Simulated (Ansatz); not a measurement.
# In (I4/mmm) in Ansatz: relaxation of cell and atoms with BLYP

Aim: the relaxation of cell and atoms of In with BLYP.

Program: Ansatz 0.2.0. These are calculated values, not measurements. Logs are shortened: lines on timing, memory, paths and dates and some standing lists are left out, and cuts for length are marked.

### 1 The undisturbed crystal

The structure is tetragonal, space group I4/mmm (No. 139). The conventional cell has a = 3.251 Å, b = 3.251 Å, c = 4.947 Å, α = 90.00°, β = 90.00°, γ = 90.00°. Around In (site symmetry 4/mmm) lie 12 In at 3.25 to 3.38 Å.

### 2 Relaxation of cell and atoms, BLYP, non-collinear spin, random start, spin-orbit coupling (cell strained at random at fixed volume)

File input.yaml:

```yaml
crystal:
  lattice:
    - [-1.627565, 1.611524, 2.503541]
    - [1.622399, -1.597809, 2.491135]
    - [1.633518, 1.603762, -2.494529]
  atoms:
    - { symbol: In, spin: 0.01, spin_axis: [-0.006, 0.008, -0.001], position_ang: [0.0, 0.0, 0.0] }
hamiltonian:
  xc: blyp
  pseudopotentials: { kind: paw_fr }
magnetization:
  noncollinear: true
  spin_orbit: true
kpoints:
  mp_grid: { grid: [8, 7, 9] }
scf:
  occupations: { method: fermi_dirac, width: 0.15 }
  lower_state_search: standard
output:
  forces: true
  stress: true
  write_density: true
  write_potential: true
  elf: true
  volumetric_format: npy
relax:
  f_tol: 0.01
  max_steps: 40
  cell: { stress_tol: 0.05 }
basis:
  ecutwfc: "29.4 Ry"
```

Potentials or basis: Ansatz PAW.

Started as:

```bash
ansatz run input.yaml --threads 1 --pin off --max-ram 2560MiB --backend cpu --events-out ev --progress --plain --runs-dir out
```

Log:

```text
Warning: basis.ecutwfc = 400.00737781602356 eV is below the records' recommended 420 eV, and the density's cutoff is lower with it unless basis.ecutrho_ratio is high enough to keep the records' density cutoff: compare with a run at a higher cutoff
Warning: RAYON_NUM_THREADS=1 ignored (pool sized by the plan → 1); use --threads N
Engine: ansatz 0.2.0, aarch64-unknown-linux-gnu
Pseudopotentials: kind: paw_fr
Pseudopotential: In, paw_fr, valence charge 13, recommended cutoff 420 eV (normal), In.paw.azcp#standard-fr
Functional definition: BLYP
  parameter beta = 0.0042
  parameter a = 0.04918
  parameter b = 0.132
  parameter c = 0.2533
  parameter d = 0.349
  exchange = b88_x(beta = beta)
  correlation = lyp_c(a = a, b = b, c = c, d = d)
Crystal: 1 atoms, lattice volume = 26.144 Å³
Basis set: ecut = 400.00737781602356 eV, 483 PW (Γ), exchange–correlation on 48×48×48 points (8 copies of the dense FFT grid, shifted against one another)
Bands: 22, of which v1, the nominal top of the filled ones, is band 13 counted from 1 (12 counted from 0)
Symmetry: 2 space group operations
Magnetic group: BNS 2.4 (UNI 4), of the structure as read, at distance tolerance 3.0e-5 Å
k-points: 253 of 504
Projection manifold: j_resolved (fully-relativistic pseudo-atomic orbitals)
Non-local potential: In, projectors of the file, l = 0: 2, l = 1: 4, l = 2: 4, l = 3: 4
PAW form: soft (Blöchl's): semilocal exchange-correlation on the pseudo side does not see the compensation charge
PAW frozen core: In, regenerated for the run's functional, and the local potential with it (the file was generated under x = pbe(κ = 0.804, μ = 0.2195149727645171), c = pbe(β = 0.06672455060314922))
PAW one-centre angular grid: In, 590 points (default); XC on its mesh's 2783 points in the sphere
Initial density: superposition of atomic densities (chi_scale 0.1, normalization cell)
Starting moments: Σ|m| = 0.01 μB on 1 of 1 site
Initial wavefunctions: pseudopotential atomic-orbital guess
Functional: x = b88, c = lyp
iter 1 solved again at ethr=4.13e-4 eV; its pass at ethr=3.10e-3 eV (dr2=5.37e-2 eV) is discarded
SCF iter   1: F=—  HF=-5615.727056 eV  |F-HF|=—  |Δ(HF+E_count)|=         —  Δρ=1.36e-2  dr2=6.12e-2  dr2_m=5.69e-5  ethr=4.13e-4  |M|=6.62e-4 ∫|m|=6.62e-4 μB  |m|>n=0.0e0 m-floor=0.0e0 τ_xc=3.3e-21  β_m=0.30  ⟨swp⟩=1.5  Hψ=44552  notcnv=0
eigensolver tolerance schedule calibrated: the retry pair's looser diagonalisation under-reported the residual by θ = 0.12 (0.14/decade); ethr = c·dr2/N_el runs at the constant in force after the calibration composes with the one it found (an armed cap, an earlier calibration), c = 5.1e-2
preconditioner: auto → none  [metal: Δε(μ)=0.025 eV  Ē_g=19.478 eV  σ=0.150 eV  W_gap=0.04  n_scr=8 (ndim 8)  ℏωp=26.2 eV  f_vac=0.000  D(μ)=0.49/eV (n_scr^D=0)  sad-step TF]
SCF iter   2: F=—  HF=-5615.711701 eV  |F-HF|=—  |Δ(HF+E_count)|=   1.54e-2  Δρ=9.34e-3  dr2=2.88e-2  dr2_m=2.86e-5  ethr=2.41e-4  |M|=4.88e-4 ∫|m|=4.88e-4 μB  |m|>n=0.0e0 m-floor=0.0e0 τ_xc=2.1e-11  β_m=0.30  ⟨swp⟩=2.0  Hψ=8402  notcnv=0
SCF iter   3: F=—  HF=-5615.702882 eV  |F-HF|=—  |Δ(HF+E_count)|=   8.82e-3  Δρ=4.02e-3  dr2=2.11e-3  dr2_m=1.44e-5  ethr=1.13e-4  |M|=3.60e-4 ∫|m|=3.60e-4 μB  |m|>n=0.0e0 m-floor=0.0e0 τ_xc=2.2e-11  β_m=0.30  ⟨swp⟩=2.0  Hψ=11030  notcnv=0  defer=101
SCF iter   4: F=—  HF=-5615.702697 eV  |F-HF|=—  |Δ(HF+E_count)|=   1.86e-4  Δρ=3.07e-4  dr2=1.31e-5  dr2_m=7.23e-6  ethr=8.31e-6  |M|=2.66e-4 ∫|m|=2.66e-4 μB  |m|>n=0.0e0 m-floor=0.0e0 τ_xc=1.6e-11  β_m=0.30  ⟨swp⟩=2.0  Hψ=8740  notcnv=0  defer=101
SCF iter   5: F=—  HF=-5615.702694 eV  |F-HF|=—  |Δ(HF+E_count)|=   2.80e-6  Δρ=2.31e-4  dr2=5.69e-6  dr2_m=3.64e-6  ethr=5.15e-8  |M|=1.97e-4 ∫|m|=1.97e-4 μB  |m|>n=0.0e0 m-floor=0.0e0 τ_xc=1.2e-11  β_m=0.30  ⟨swp⟩=2.0  Hψ=8565  notcnv=0  defer=101
SCF iter   6: F=—  HF=-5615.702697 eV  |F-HF|=—  |Δ(HF+E_count)|=   3.15e-6  Δρ=1.39e-4  dr2=7.67e-8  dr2_m=1.83e-6  ethr=3.93e-10  |M|=1.47e-4 ∫|m|=1.47e-4 μB  |m|>n=0.0e0 m-floor=0.0e0 τ_xc=8.4e-12  β_m=0.30  ⟨swp⟩=6.5  Hψ=30319  notcnv=0
SCF iter   7: F=—  HF=-5615.702697 eV  |F-HF|=—  |Δ(HF+E_count)|=   3.97e-7  Δρ=9.87e-5  dr2=1.62e-8  dr2_m=9.20e-7  ethr=3.02e-10  |M|=1.09e-4 ∫|m|=1.09e-4 μB  |m|>n=0.0e0 m-floor=0.0e0 τ_xc=5.9e-12  β_m=0.30  ⟨swp⟩=7.7  Hψ=24744  notcnv=0
Mixer restart at iter 7: flushing history
spin-set hold released at iteration 7 (site moments contracting): the magnetisation degrees of freedom join the quasi-Newton model from the next iteration; the mixer history was flushed
SCF iter   8: F=—  HF=-5615.702698 eV  |F-HF|=—  |Δ(HF+E_count)|=   9.91e-8  Δρ=7.00e-5  dr2=8.06e-9  dr2_m=4.63e-7  ethr=6.38e-11  |M|=8.12e-5 ∫|m|=8.12e-5 μB  |m|>n=0.0e0 m-floor=0.0e0 τ_xc=4.0e-12  β_m=0.65  ⟨swp⟩=6.6  Hψ=21700  notcnv=0
iter 9 did not close the SCF: its close was put off for a magnetic moment that had not settled (scf_convergence_deferred on its scf_iter line)
SCF iter   9: F=-5615.702698 eV  HF=-5615.702698 eV  |F-HF|=3.82e-11  |Δ(HF+E_count)|=   1.10e-7  Δρ=1.24e-6  dr2=3.37e-10  dr2_m=8.68e-11  ethr=3.17e-11  |M|=6.76e-6 ∫|m|=7.30e-6 μB  |m|>n=0.0e0 m-floor=0.0e0 τ_xc=9.8e-15  β_m=0.63  ⟨swp⟩=7.1  Hψ=24215  notcnv=0
iter 10 did not close the SCF: its close was put off for a magnetic moment that had not settled (scf_convergence_deferred on its scf_iter line)
[... 429 lines left out ...]
SCF iter   5: F=—  HF=-5615.803001 eV  |F-HF|=—  |Δ(HF+E_count)|=   2.87e-6  Δρ=2.34e-4  dr2=7.89e-6  dr2_m=3.62e-6  ethr=3.82e-8  |M|=1.73e-4 ∫|m|=1.73e-4 μB  |m|>n=0.0e0 m-floor=0.0e0 τ_xc=9.1e-12  β_m=0.30  ⟨swp⟩=2.0  Hψ=8694  notcnv=0
SCF iter   6: F=—  HF=-5615.803004 eV  |F-HF|=—  |Δ(HF+E_count)|=   2.88e-6  Δρ=1.26e-4  dr2=1.73e-7  dr2_m=1.82e-6  ethr=1.81e-8  |M|=1.28e-4 ∫|m|=1.28e-4 μB  |m|>n=0.0e0 m-floor=0.0e0 τ_xc=6.4e-12  β_m=0.30  ⟨swp⟩=2.0  Hψ=8802  notcnv=0
SCF iter   7: F=—  HF=-5615.803004 eV  |F-HF|=—  |Δ(HF+E_count)|=   5.00e-7  Δρ=8.92e-5  dr2=5.43e-8  dr2_m=9.12e-7  ethr=2.30e-10  |M|=9.46e-5 ∫|m|=9.46e-5 μB  |m|>n=0.0e0 m-floor=0.0e0 τ_xc=4.4e-12  β_m=0.30  ⟨swp⟩=3.0  Hψ=10655  notcnv=0
Mixer restart at iter 7: flushing history
spin-set hold released at iteration 7 (site moments contracting): the magnetisation degrees of freedom join the quasi-Newton model from the next iteration; the mixer history was flushed
SCF iter   8: F=—  HF=-5615.803004 eV  |F-HF|=—  |Δ(HF+E_count)|=   1.37e-7  Δρ=6.32e-5  dr2=2.45e-8  dr2_m=4.58e-7  ethr=1.25e-10  |M|=7.02e-5 ∫|m|=7.02e-5 μB  |m|>n=0.0e0 m-floor=0.0e0 τ_xc=3.0e-12  β_m=0.65  ⟨swp⟩=2.0  Hψ=9888  notcnv=0
iter 9 did not close the SCF: its close was put off for a magnetic moment that had not settled (scf_convergence_deferred on its scf_iter line)
SCF iter   9: F=-5615.803005 eV  HF=-5615.803005 eV  |F-HF|=3.47e-10  |Δ(HF+E_count)|=   1.54e-7  Δρ=7.59e-7  dr2=2.16e-10  dr2_m=5.95e-11  ethr=5.63e-11  |M|=5.52e-6 ∫|m|=5.82e-6 μB  |m|>n=0.0e0 m-floor=0.0e0 τ_xc=6.1e-14  β_m=0.73  ⟨swp⟩=3.0  Hψ=10667  notcnv=0
SCF iter  10: F=-5615.803005 eV  HF=-5615.803005 eV  |F-HF|=4.55e-11  |Δ(HF+E_count)|=  3.49e-10  Δρ=3.42e-7  dr2=2.44e-11  dr2_m=7.87e-12  ethr=1.00e-12  |M|=2.13e-6 ∫|m|=2.36e-6 μB  |m|>n=0.0e0 m-floor=0.0e0 τ_xc=1.3e-14  ⟨swp⟩=1.0  Hψ=15555  notcnv=0
SCF 1 converged in 10 iterations: F = -5615.803005 eV  dr2 = 2.44e-11
SCF converged after 5 iterations
Stability not checked: this state was not tested for a lower state beside it, because this non-collinear magnet's GGA is evaluated by the locally collinear projection, under which the energy is not smooth in the magnetisation (locally_collinear_gga; see scf.lower_state_search)
Magnetization: |M| = 0.0000 μB,  M = (-0.0000, -0.0000, +0.0000) μB
Absolute magnetization: 0.0000 μB (∫|m|, with the PAW one-centre terms)
  site 0: m = (-0.0000, -0.0000, +0.0000) μB, |m| = 0.0000 μB  (R = 1.34 Å)
Free energy (F): -5615.803005 eV
Harris-Foulkes:  -5615.803005 eV  (|F-HF|=9.09e-12)
Internal energy: -5615.766043 eV  (E = F + TS)
E sigma→0 (E₀):  -5615.784524 eV
Entropy (-TS):   -0.036962 eV (-36.962 meV/atom)
Fermi energy:    8.153891 eV
--- Per-component energies (eV) ---
  E_band       = -48.810645
  E_kinetic    = 240.602115
  E_local      = -1203.466577  (includes V_loc(G=0)·N_el)
  E_nonlocal   = 364.109015
  E_hartree    = 471.209941
  E_xc         = -213.542878
  E_vxc        = -97.564111  (∫ρ·V_xc dr)
  E_paw        = -4171.298397  (= ΣΔE_a)
  E_vpaw       = -294.911084  (= ΣTr[D̂ρ^β])
  E_aug_tail   = 0.000026  (compensation charges beyond the density's cutoff)
  E_ewald      = -1103.188465
  E_core_change = -0.190823  (= ΣΔE_core)
  E_smearing   = -0.036962  (= −TS)
  E_closure    = 0.000000  (closes the sum)
  Σ components = -5615.803005   (vs F -5615.803005, Δ=0.00e0)
--- Forces (eV/Å), atoms counted from 1 ---
  atom   1  In     0.00000000     0.00000000     0.00000000
  max |Σ_I F_I| component: 0.00e0 eV/Å
--- Stress (GPa, compression-positive) ---
       -0.001615      -0.012484      -0.003968
       -0.012484       0.027215      -0.022130
       -0.003968      -0.022130       0.000289
  P = ⅓ Tr σ = 0.0086 GPa (0.086 kbar)
--- Band table (eV; the first three rows and the last of 253) ---
  k-point 0: bands = ["-6.8572", "-6.8572", "-6.8345", "-6.8345", "-6.0085", "-6.0085", "-6.0017", "-6.0017", "-5.8512", "-5.8512", "-0.1946", "-0.1946", "15.1001", "15.1001", "15.6894", "15.6894", "16.7964", "16.7964", "19.0888", "19.0888", "19.5259", "19.5259"]
  k-point 1: bands = ["-6.8528", "-6.8528", "-6.8213", "-6.8213", "-6.0071", "-6.0071", "-5.9885", "-5.9885", "-5.8557", "-5.8557", "0.0817", "0.0817", "14.2450", "14.2450", "14.9833", "14.9833", "15.8822", "15.8822", "19.0217", "19.0217", "19.9996", "19.9996"]
  k-point 2: bands = ["-6.8455", "-6.8455", "-6.7943", "-6.7943", "-6.0015", "-6.0015", "-5.9586", "-5.9586", "-5.8562", "-5.8562", "0.9156", "0.9156", "12.5670", "12.5670", "12.9551", "12.9551", "15.2771", "15.2771", "16.4038", "16.4038", "21.2361", "21.2361"]
  k-point 252: bands = ["-6.8016", "-6.8016", "-6.7707", "-6.7707", "-5.9959", "-5.9959", "-5.9085", "-5.9085", "-5.7876", "-5.7876", "6.2964", "6.2964", "7.5314", "7.5314", "9.5407", "9.5407", "11.3842", "11.3842", "14.3051", "14.3051", "19.5099", "19.5099"]
--- Relaxed structure (27 steps of the walk, 24 accepted, 3 SCFs on fresh bases) ---
  F+E_penalty+E_count = -5615.80300464 eV   max|allowed force component| = 0.000e0 eV/Å   (the final SCF, on the basis selected at the relaxed cell)
  cell:  # Å, volume = 31.7293 Å³
    - [-1.924520084548305, 1.2669551563787824, 2.2878303727478992]
    - [1.8355264409582197, -1.8664991948265441, 2.615475178488247]
    - [2.1189795205902713, 2.0628309388820893, -2.673983585005714]
  atoms:
    - { symbol: In, position: [0.0, 0.0, 0.0] }
```

It took 25 min on 1 thread of Arm Neoverse N1, shared host; peak memory 0.73 GiB.

Results:

```
Free energy                            : -5615.8030 eV
Relaxed volume                         : 31.73 Å³/atom
Relaxed cell                           : a = 3.247 Å, b = 3.700 Å, c = 3.987 Å, α = 118.12°, β = 125.85°, γ = 89.59°
Space group after relaxing (to 0.05 Å) : C2/m (No. 12)
Energy gained by relaxing              : 100.3 meV/atom
Ionic steps                            : 28
Pressure after relaxing                : 0.0 GPa
Band gap on the k mesh                 : none (metal or under the smearing width)
Net moment                             : 0.00 μB per cell
Absolute moment                        : 0.00 μB per cell
```

The path:
| step | energy change (eV) | largest force (eV/Å) | volume (Å³) |
| --- | --- | --- | --- |
| 1 | 0.0000 | 0.0000 | 26.14 |
| 2 | -0.0742 | 0.0000 | 29.22 |
| 3 | -0.0840 | 0.0000 | 30.54 |
| 4 | -0.0859 | 0.0000 | 30.86 |
| 5 | -0.0869 | 0.0000 | 30.88 |
| 6 | -0.0871 | 0.0000 | 30.85 |
| 7 | -0.0873 | 0.0000 | 30.81 |
| 8 | -0.0874 | 0.0000 | 30.80 |
| 9 | -0.0876 | 0.0000 | 30.77 |
| 10 | -0.0877 | 0.0000 | 30.83 |
| 11 | -0.0878 | 0.0000 | 30.81 |
| 12 | -0.0878 | 0.0000 | 30.81 |
| 13 | -0.0879 | 0.0000 | 30.79 |
| 14 | -0.0879 | 0.0000 | 30.78 |
| 15 | -0.0879 | 0.0000 | 30.76 |
| 16 | -0.0880 | 0.0000 | 30.73 |
| 17 | -0.0930 | 0.0000 | 30.73 |
| 18 | -0.0947 | 0.0000 | 31.18 |
| 19 | -0.0965 | 0.0000 | 31.29 |
| 20 | -0.0979 | 0.0000 | 31.68 |
| 21 | -0.0986 | 0.0000 | 31.89 |
| 22 | -0.0997 | 0.0000 | 31.63 |
| 23 | -0.0997 | 0.0000 | 31.66 |
| 24 | -0.1001 | 0.0000 | 31.66 |
| 25 | -0.1002 | 0.0000 | 31.69 |
| 26 | -0.1003 | 0.0000 | 31.73 |
| 27 | -0.1003 | 0.0000 | 31.73 |
| 28 | -0.1003 | 0.0000 | 31.73 |

Final structure:
```yaml
crystal:
  lattice:
    - [-1.92452, 1.26696, 2.28783]
    - [1.83553, -1.86650, 2.61548]
    - [2.11898, 2.06283, -2.67398]
  atoms:
    - { symbol: In, position: [0.00000, 0.00000, 0.00000] }
```

Moments on the atoms (μB; x, y, z):
```
In  0.00 0.00 0.00
```

Caveat: the plane-wave basis is chosen anew once the cell has moved, so the energies of steps on either side of that aren't comparable; the PAW data sets come from PBE, with cores solved anew for the run's functional, which leaves a small shift of forces and pressure; the starting moments weren't kept; the cutoff lies under the one recommended for these potentials. Zero-point motion and thermal expansion aren't in these numbers.
